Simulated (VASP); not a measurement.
# ZnO (P6_3/mmc) in VASP: further runs, part 2 of 2

VASP 6.6.1. The steps go on from the part before.

## (4) Dielectric tensor, LDA

The input, INCAR:

```
SYSTEM = ZnO
ALGO = Normal ; EDIFF = 1E-8
ENCUT = 650 ; GGA = CA
ISIF = 2 ; ISMEAR = 0
LASPH = .True. ; LCHARG = .False.
LEPSILON = .True. ; LREAL = .False.
LWAVE = .False. ; NELM = 100
PREC = Accurate ; SIGMA = 0.01
```

The input, KPOINTS:

```
k-points
0
Gamma
  7 7 3
  0 0 0
```

The input, POSCAR:

```
ZnO
1.0
    3.2879671587      0.0000000000      0.0000000000
   -1.6439835793      2.8474630862      0.0000000000
    0.0000000000      0.0000000000      7.1304413500
Zn O
2 2
Direct
    0.0000000000      0.0000000000      0.2500000000
    0.0000000000      0.0000000000      0.7500000000
    0.6666666667      0.3333333333      0.7500000000
    0.3333333333      0.6666666667      0.2500000000
```

Potentials or basis: VASP PAW LDA potentials, release 64 (Zn, O).

Run with:

```bash
cat potpaw_LDA.64/Zn/POTCAR potpaw_LDA.64/O/POTCAR > POTCAR
mpirun -np 1 vasp_std > vasp.out
```

OUTCAR:

```text
SYSTEM = ZnO
   EDIFF = 1E-8
   ENCUT = 650
   GGA = CA
   ISIF = 2
   ISMEAR = 0
   LASPH = .True.
   LEPSILON = .True.
   LREAL = .False.
   NELM = 100
   PREC = Accurate

 Found     16 irreducible k-points:

 Following reciprocal coordinates:
            Coordinates               Weight
  0.000000  0.000000  0.000000      1.000000
  0.142857 -0.000000  0.000000      6.000000
  0.285714 -0.000000  0.000000      6.000000
  0.428571 -0.000000  0.000000      6.000000
  0.142857  0.142857  0.000000      6.000000
  0.285714  0.142857  0.000000     12.000000
   k-points           NKPTS =     16   k-points in BZ     NKDIM =     16   number of bands    NBANDS=     22
   number of dos      NEDOS =    301   number of ions     NIONS =      4
[... 297 lines left out ...]
           7.745970     0.000000     0.000000
           0.000000     7.745970    -0.000000
          -0.000000    -0.000000     2.900695
 ------------------------------------------------------

 PIEZOELECTRIC TENSOR (including local field effects)  for field in x, y, z        (e  Angst)
          XX          YY          ZZ          XY          YZ          ZX
  --------------------------------------------------------------------------------
  x     0.00000     0.00000     0.00000     0.00000     0.00000     0.00000
  y     0.00000     0.00000     0.00000     0.00000     0.00000     0.00000
  z     0.00000     0.00000     0.00000     0.00000     0.00000     0.00000

 PIEZOELECTRIC TENSOR (including local field effects)  for field in x, y, z        (C/m^2)
          XX          YY          ZZ          XY          YZ          ZX
  --------------------------------------------------------------------------------
  x     0.00000     0.00000     0.00000     0.00000     0.00000     0.00000
  y     0.00000     0.00000     0.00000     0.00000     0.00000     0.00000
  z     0.00000     0.00000     0.00000     0.00000     0.00000     0.00000

 BORN EFFECTIVE CHARGES (including local field effects) (in |e|, cummulative output)
 ---------------------------------------------------------------------------------
 ion    1
    1     2.65502     0.00000     0.00000
    2     0.00000     2.65502     0.00000
    3    -0.00000     0.00000     0.86969
 ion    2
    1     2.65502     0.00000     0.00000
    2     0.00000     2.65502     0.00000
    3     0.00000     0.00000     0.86969
 ion    3
    1    -2.65502    -0.00000     0.00000
    2    -0.00000    -2.65502     0.00000
    3    -0.00000     0.00000    -0.86969
 ion    4
    1    -2.65502    -0.00000     0.00000
    2    -0.00000    -2.65502     0.00000
    3     0.00000     0.00000    -0.86969
```

OSZICAR:

```text
N       E                     dE             d eps       ncg     rms          rms(c)
[... 13 lines left out ...]
RMM:   6    -0.381121206577E+00    0.22796E-03   -0.11747E-04  1106   0.701E-02    0.613E-03
RMM:   7    -0.380916397984E+00    0.20481E-03   -0.11452E-05  1129   0.194E-02    0.191E-03
RMM:   8    -0.380883370758E+00    0.33027E-04   -0.78264E-07  1143   0.509E-03    0.700E-04
RMM:   9    -0.380902936216E+00   -0.19565E-04   -0.16754E-07  1104   0.177E-03    0.277E-04
RMM:  10    -0.380917864661E+00   -0.14928E-04   -0.25647E-08  1074   0.113E-03    0.713E-05
RMM:  11    -0.380916944146E+00    0.92051E-06    0.12089E-08   913   0.314E-04    0.530E-05
RMM:  12    -0.380915806610E+00    0.11375E-05    0.12519E-07   733   0.124E-04    0.248E-05
RMM:  13    -0.380914705799E+00    0.11008E-05    0.11606E-07   757   0.993E-05    0.294E-06
```

stdout:

```text
POSCAR found type information on POSCAR ZnO
 POSCAR found :  2 types and       4 ions
 scaLAPACK will be used
 LDA part: xc-table for (Slater(with rela. corr.)+CA(PZ))
 , standard interpolation
 POSCAR, INCAR and KPOINTS ok, starting setup
 FFT: planning ... GRIDC
 FFT: planning ... GRID_SOFT
 FFT: planning ... GRID
 WAVECAR not read
 entering main loop
 Linear response reoptimize wavefunctions to high precision
 Linear response G [H, r] |phi>, progress :
  Direction:   1
 Linear response G [H, r] |phi>, progress :
  Direction:   2
 Linear response G [H, r] |phi>, progress :
  Direction:   3
 Linear response to external field (no local field effect), progress :
  Direction:   1
 dielectric tensor                  component  1 :     7.388    -0.969    -0.047
 Linear response to external field (no local field effect), progress :
  Direction:   2
 dielectric tensor                  component  2 :    -0.969     8.415    -0.022
 Linear response to external field (no local field effect), progress :
  Direction:   3
 dielectric tensor                  component  3 :    -0.047    -0.022     3.245
 Linear response to external field, progress :
  Direction:   1
 dielectric tensor                  component  1 :     7.746    -0.606    -0.026
 Linear response to external field, progress :
  Direction:   2
 dielectric tensor                  component  2 :    -0.605     7.746    -0.029
 Linear response to external field, progress :
  Direction:   3
 dielectric tensor                  component  3 :    -0.047    -0.022     2.901
 Born effective charges drift removed
```

Run time: 3 min. Hardware: 1 thread of Intel Xeon 6975P-C (Granite Rapids), shared host; peak memory 0.3 GiB.

These settings aren't checked as converged: the numbers below hold their error.

What came out:

- Band gap on the k mesh: 0.76 eV, direct
- Electronic dielectric tensor (diagonal): 7.75, 7.75, 2.90
- Born charges (mean of the diagonal): Zn +2.06; O -2.06 e

## (5) Dielectric tensor, LDA

INCAR, as its differences from that of step 4:

```diff
@@ -1,4 +1,4 @@
 SYSTEM = ZnO
-ALGO = Normal ; EDIFF = 1E-8
-ENCUT = 650 ; GGA = CA
+ALGO = Normal ; EDIFF = 1E-4
+ENCUT = 400 ; GGA = CA
 ISIF = 2 ; ISMEAR = 0
```

The input, KPOINTS:

```
k-points
0
Gamma
  9 9 4
  0 0 0
```

POSCAR is that of step 4.

Potentials or basis: VASP PAW LDA potentials, release 64 (Zn, O).

Run with:

```bash
cat potpaw_LDA.64/Zn/POTCAR potpaw_LDA.64/O/POTCAR > POTCAR
mpirun -np 1 vasp_std > vasp.out
```

OUTCAR:

```text
SYSTEM = ZnO
   EDIFF = 1E-4
   ENCUT = 400
   GGA = CA
   ISIF = 2
   ISMEAR = 0
   LASPH = .True.
   LEPSILON = .True.
   LREAL = .False.
   NELM = 100
   PREC = Accurate

 Found     36 irreducible k-points:

 Following reciprocal coordinates:
            Coordinates               Weight
  0.000000  0.000000  0.000000      1.000000
  0.111111  0.000000  0.000000      6.000000
  0.222222  0.000000  0.000000      6.000000
  0.333333  0.000000  0.000000      6.000000
  0.444444  0.000000  0.000000      6.000000
  0.111111  0.111111  0.000000      6.000000
   k-points           NKPTS =     36   k-points in BZ     NKDIM =     36   number of bands    NBANDS=     22
   number of dos      NEDOS =    301   number of ions     NIONS =      4
[... 297 lines left out ...]
           6.359151     0.000000     0.000000
           0.000000     6.359151     0.000000
           0.000000    -0.000000     2.897091
 ------------------------------------------------------

 PIEZOELECTRIC TENSOR (including local field effects)  for field in x, y, z        (e  Angst)
          XX          YY          ZZ          XY          YZ          ZX
  --------------------------------------------------------------------------------
  x     0.00000     0.00000     0.00000     0.00000     0.00000     0.00000
  y     0.00000     0.00000     0.00000     0.00000     0.00000     0.00000
  z     0.00000     0.00000     0.00000     0.00000     0.00000     0.00000

 PIEZOELECTRIC TENSOR (including local field effects)  for field in x, y, z        (C/m^2)
          XX          YY          ZZ          XY          YZ          ZX
  --------------------------------------------------------------------------------
  x     0.00000     0.00000     0.00000     0.00000     0.00000     0.00000
  y     0.00000     0.00000     0.00000     0.00000     0.00000     0.00000
  z     0.00000     0.00000     0.00000     0.00000     0.00000     0.00000

 BORN EFFECTIVE CHARGES (including local field effects) (in |e|, cummulative output)
 ---------------------------------------------------------------------------------
 ion    1
    1     2.56439     0.00000     0.00000
    2     0.00000     2.56439     0.00000
    3    -0.00000     0.00000     0.86708
 ion    2
    1     2.56439     0.00000     0.00000
    2     0.00000     2.56439     0.00000
    3     0.00000     0.00000     0.86708
 ion    3
    1    -2.56439    -0.00000     0.00000
    2    -0.00000    -2.56439     0.00000
    3     0.00000     0.00000    -0.86708
 ion    4
    1    -2.56439    -0.00000     0.00000
    2    -0.00000    -2.56439     0.00000
    3     0.00000     0.00000    -0.86708
```

OSZICAR:

```text
N       E                     dE             d eps       ncg     rms          rms(c)
DAV:   1     0.259426056241E+03    0.25943E+03   -0.16090E+04  1584   0.179E+03
DAV:   2     0.646014226812E+01   -0.25297E+03   -0.24215E+03  1782   0.381E+02
[... 14 lines left out ...]
RMM:   1    -0.380897012628E+00   -0.38090E+00   -0.11336E+00  2139   0.479E+00
RMM:   2    -0.409614427672E+00   -0.28717E-01   -0.68548E-03  2453   0.118E+00    0.984E-01
RMM:   3    -0.370165509572E+00    0.39449E-01   -0.39410E-02  2127   0.126E+00    0.510E-01
RMM:   4    -0.373808395127E+00   -0.36429E-02   -0.46956E-02  2199   0.141E+00    0.871E-02
RMM:   5    -0.379983599864E+00   -0.61752E-02   -0.16513E-03  2372   0.330E-01    0.102E-02
RMM:   6    -0.379707894697E+00    0.27571E-03   -0.10854E-04  2399   0.693E-02    0.617E-03
RMM:   7    -0.379505038698E+00    0.20286E-03   -0.11291E-05  2108   0.192E-02    0.244E-03
RMM:   8    -0.379455038903E+00    0.50000E-04   -0.85695E-07  1142   0.636E-03    0.712E-04
```

stdout:

```text
POSCAR found type information on POSCAR ZnO
 POSCAR found :  2 types and       4 ions
 scaLAPACK will be used
 LDA part: xc-table for (Slater(with rela. corr.)+CA(PZ))
 , standard interpolation
 POSCAR, INCAR and KPOINTS ok, starting setup
 FFT: planning ... GRIDC
 FFT: planning ... GRID_SOFT
 FFT: planning ... GRID
 WAVECAR not read
 entering main loop
[... 62 lines left out ...]
  Direction:   3
 dielectric tensor                  component  3 :    -0.055    -0.028     3.240
 Linear response to external field, progress :
  Direction:   1
 dielectric tensor                  component  1 :     6.360    -0.678    -0.028
 Linear response to external field, progress :
  Direction:   2
 dielectric tensor                  component  2 :    -0.678     6.359    -0.037
 Linear response to external field, progress :
  Direction:   3
 dielectric tensor                  component  3 :    -0.054    -0.028     2.897
 Born effective charges drift removed
```

It took 1.7 min on 1 thread of Intel Xeon 6975P-C (Granite Rapids), shared host; peak memory 0.3 GiB.

The run converged, but some of its settings lie outside the range that counts as converged, so its numbers aren't taken as properties of the crystal.

Results:

| Property | Result |
| --- | --- |
| Band gap on the k mesh | 0.76 eV, direct |
| Electronic dielectric tensor (diagonal) | 6.36, 6.36, 2.90 |
| Born charges (mean of the diagonal) | Zn +2.00; O -2.00 e |

Caveat: an odd mesh through Γ misses points on the zone boundary, where band edges often lie.

## (6) Dielectric tensor, LDA

INCAR, as its differences from that of step 5:

```diff
@@ -1,3 +1,3 @@
 SYSTEM = ZnO
-ALGO = Normal ; EDIFF = 1E-4
+ALGO = Normal ; EDIFF = 1E-6
 ENCUT = 400 ; GGA = CA
```

KPOINTS is that of step 5.

POSCAR is that of step 5.

Potentials or basis: VASP PAW LDA potentials, release 64 (Zn, O).

Run with:

```bash
cat potpaw_LDA.64/Zn/POTCAR potpaw_LDA.64/O/POTCAR > POTCAR
mpirun -np 1 vasp_std > vasp.out
```

OUTCAR:

```text
SYSTEM = ZnO
   EDIFF = 1E-6
   ENCUT = 400
   GGA = CA
   ISIF = 2
   ISMEAR = 0
   LASPH = .True.
   LEPSILON = .True.
   LREAL = .False.
   NELM = 100
   PREC = Accurate

 Found     36 irreducible k-points:

 Following reciprocal coordinates:
            Coordinates               Weight
  0.000000  0.000000  0.000000      1.000000
  0.111111  0.000000  0.000000      6.000000
  0.222222  0.000000  0.000000      6.000000
  0.333333  0.000000  0.000000      6.000000
  0.444444  0.000000  0.000000      6.000000
  0.111111  0.111111  0.000000      6.000000
   k-points           NKPTS =     36   k-points in BZ     NKDIM =     36   number of bands    NBANDS=     22
   number of dos      NEDOS =    301   number of ions     NIONS =      4
   total plane-waves  NPLWV =  27648
   dimension x,y,z NGX =    24 NGY =   24 NGZ =   48
   dimension x,y,z NGXF=    48 NGYF=   48 NGZF=   96
   ions per type =               2   2
   NGX,Y,Z   is equivalent  to a cutoff of  12.13, 12.13, 11.19 a.u.
   NGXF,Y,Z  is equivalent  to a cutoff of  24.27, 24.27, 22.38 a.u.
 SYSTEM =  ZnO
   PREC   = accura    normal or accurate (medium, high low for compatibility)
   ISTART =      0    job   : 0-new  1-cont  2-samecut
   ICHARG =      2    charge: 1-file 2-atom 10-const
   ISPIN  =      1    spin polarized calculation?
   LNONCOLLINEAR =      F non collinear calculations
   LSORBIT =      F    spin-orbit coupling
   LASPH  =      T    aspherical Exc in radial PAW
   ENCUT  =  400.0 eV  29.40 Ry    5.42 a.u.   5.36  5.36 11.63*2*pi/ulx,y,z
   NELM   =    100;   NELMIN=  2; NELMDL= -5     # of ELM steps
   EDIFF  = 0.1E-05   stopping-criterion for ELM
   LREAL  =      F    real-space projection
   EDIFFG = 0.1E-04   stopping-criterion for IOM
   NSW    =      0    number of steps for IOM
   IBRION =     -1    ionic relax: 0-MD 1-quasi-New 2-CG
   NFREE  =      0    steps in history (QN), initial steepest desc. (CG)
   ISIF   =      2    stress and relaxation
   ISYM   =      2    0-nonsym 1-usesym 2-fastsym
   POTIM  = 0.5000    time-step for ionic-motion
   TEBEG  =    0.0;   TEEND  =   0.0 temperature during run
[... 231 lines left out ...]
 Free energy of the ion-electron system (eV)
  ---------------------------------------------------
  ---------------------------------------------------
  free energy    TOTEN  =        -1.01522357 eV

  energy without entropy =       -1.01522357

------------------------ aborting loop because EDIFF is reached ----------------------------------------

--------------------------------------- Ionic step        2  -------------------------------------------

------------------------ aborting loop because EDIFF is reached ----------------------------------------

--------------------------------------- Ionic step        3  -------------------------------------------

 Free energy of the ion-electron system (eV)
  ---------------------------------------------------
  ---------------------------------------------------
  free energy    TOTEN  =        -0.37938659 eV

  energy without entropy =       -0.37938659

------------------------ aborting loop because EDIFF is reached ----------------------------------------

 PIEZOELECTRIC TENSOR FIELD DIRECTION 3  (e Angst)
 -----------------------------------------------------------------------------
     0.00075 -0.00000  0.00000           (  0.00001  0.00000  0.00000)
     0.00000  0.00075 -0.00000           (  0.00000  0.00001  0.00000)
     0.00000  0.00000 -0.00122           (  0.00000  0.00000 -0.00000)

 PIEZOELECTRIC TENSOR FIELD DIRECTION 3  (C/m^2)
 -----------------------------------------------------------------------------
     0.00018 -0.00000  0.00000
     0.00000  0.00018 -0.00000
     0.00000  0.00000 -0.00029

 MACROSCOPIC STATIC DIELECTRIC TENSOR (including local field effects in DFT)
 ------------------------------------------------------
           6.351154     0.000000     0.000000
           0.000000     6.351154     0.000000
          -0.000000     0.000000     2.896280
 ------------------------------------------------------

 PIEZOELECTRIC TENSOR (including local field effects)  for field in x, y, z        (e  Angst)
          XX          YY          ZZ          XY          YZ          ZX
  --------------------------------------------------------------------------------
  x     0.00000     0.00000     0.00000     0.00000     0.00000     0.00000
  y     0.00000     0.00000     0.00000     0.00000     0.00000     0.00000
  z     0.00000     0.00000     0.00000     0.00000     0.00000     0.00000

 PIEZOELECTRIC TENSOR (including local field effects)  for field in x, y, z        (C/m^2)
          XX          YY          ZZ          XY          YZ          ZX
  --------------------------------------------------------------------------------
  x     0.00000     0.00000     0.00000     0.00000     0.00000     0.00000
  y     0.00000     0.00000     0.00000     0.00000     0.00000     0.00000
  z     0.00000     0.00000     0.00000     0.00000     0.00000     0.00000

 BORN EFFECTIVE CHARGES (including local field effects) (in |e|, cummulative output)
 ---------------------------------------------------------------------------------
 ion    1
    1     2.56590     0.00000     0.00000
    2     0.00000     2.56590     0.00000
    3    -0.00000    -0.00000     0.86811
 ion    2
    1     2.56590     0.00000     0.00000
    2     0.00000     2.56590     0.00000
    3    -0.00000     0.00000     0.86811
 ion    3
    1    -2.56590    -0.00000     0.00000
    2    -0.00000    -2.56590     0.00000
    3    -0.00000    -0.00000    -0.86811
 ion    4
    1    -2.56590    -0.00000     0.00000
    2    -0.00000    -2.56590     0.00000
    3     0.00000     0.00000    -0.86811
```

stdout:

```text
POSCAR found type information on POSCAR ZnO
 POSCAR found :  2 types and       4 ions
 scaLAPACK will be used
 LDA part: xc-table for (Slater(with rela. corr.)+CA(PZ))
 , standard interpolation
 POSCAR, INCAR and KPOINTS ok, starting setup
 FFT: planning ... GRIDC
 FFT: planning ... GRID_SOFT
 FFT: planning ... GRID
 WAVECAR not read
 entering main loop
[... 62 lines left out ...]
  Direction:   3
 dielectric tensor                  component  3 :    -0.055    -0.028     3.239
 Linear response to external field, progress :
  Direction:   1
 dielectric tensor                  component  1 :     6.351    -0.678    -0.028
 Linear response to external field, progress :
  Direction:   2
 dielectric tensor                  component  2 :    -0.678     6.351    -0.037
 Linear response to external field, progress :
  Direction:   3
 dielectric tensor                  component  3 :    -0.054    -0.028     2.896
 Born effective charges drift removed
```

It took 2.2 min on 1 thread of Intel Xeon 6975P-C (Granite Rapids), shared host; peak memory 0.3 GiB.

These settings aren't checked as converged: the numbers below hold their error.

What came out:

```yaml
Band_gap_on_the_k_mesh: 0.76 eV, direct
Electronic_dielectric_tensor_diagonal: 6.35, 6.35, 2.90
Born_charges_mean_of_the_diagonal: Zn +2.00; O -2.00 e
```

Caveat: an odd mesh through Γ misses points on the zone boundary, where band edges often lie.
